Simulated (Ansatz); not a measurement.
**BaZrO3 in Ansatz: convergence with n extra bands**

Input of the first run (n extra bands 1); the others differ in this setting and in those tied to it:

Contents of input.yaml:

```yaml
crystal:
  lattice:
    - [4.19134, 0.0, 0.0]
    - [0.0, 4.19134, 0.0]
    - [0.0, 0.0, 4.19134]
  atoms:
    - { symbol: Ba, position: [0.000198, 0.007772, -0.007424] }
    - { symbol: Zr, position: [0.50054, 0.508277, 0.491876] }
    - { symbol: O, position: [0.492829, 0.501171, 0.000468] }
    - { symbol: O, position: [0.494358, 0.001554, 0.506589] }
    - { symbol: O, position: [-0.005827, 0.505991, 0.504629] }
hamiltonian:
  xc: pbe
  pseudopotentials: { kind: paw }
  hubbard: { sites: [{ species: Zr, l: d, u_eff: 1.0 }] }
kpoints:
  mp_grid: { grid: [5, 5, 5] }
scf:
  occupations: { method: gaussian, width: 0.1 }
  n_extra_bands: 1
output:
  forces: true
  stress: true
  eigenvalues: true
```

Potentials or basis: Ansatz PAW.

Run with:

```console
$ ansatz run input.yaml --threads 2 --pin off --max-ram 5632MiB --backend cpu --events-out ev --progress --plain --runs-dir out
```

The cell isn't the ideal one: atoms moved at random, drawn with an rms of 0.05 Å.

Hardware: 2 threads of Arm Neoverse V2, with other jobs on the host.

| n extra bands | energy less the tightest run, at zero smearing (meV/atom) | SCF cycles | CPU time (s) | peak memory (GiB) |
| --- | --- | --- | --- | --- |
| 1 | 0.00 | 10 | 15 | 0.45 |
| 2 | 0.00 | 9 | 15 | 0.45 |
| 4 | 0.00 | 9 | 15 | 0.44 |
| 8 | 0.00 | 9 | 18 | 0.45 |
| 16 | 0.00 | 10 | 20 | 0.47 |
| 32 | 0.00 | 9 | 26 | 0.51 |

Against the tightest run, the energy stays within 1 meV/atom from 1 on. The tightest run that finished is the yardstick and may itself not be fully converged.

Caveat, for the tightest run too: odd divisions of the mesh miss points on the zone boundary, where band edges often lie, so the gap on the mesh can be too wide; spin-orbit coupling is left out, which moves the levels of the heavy elements.
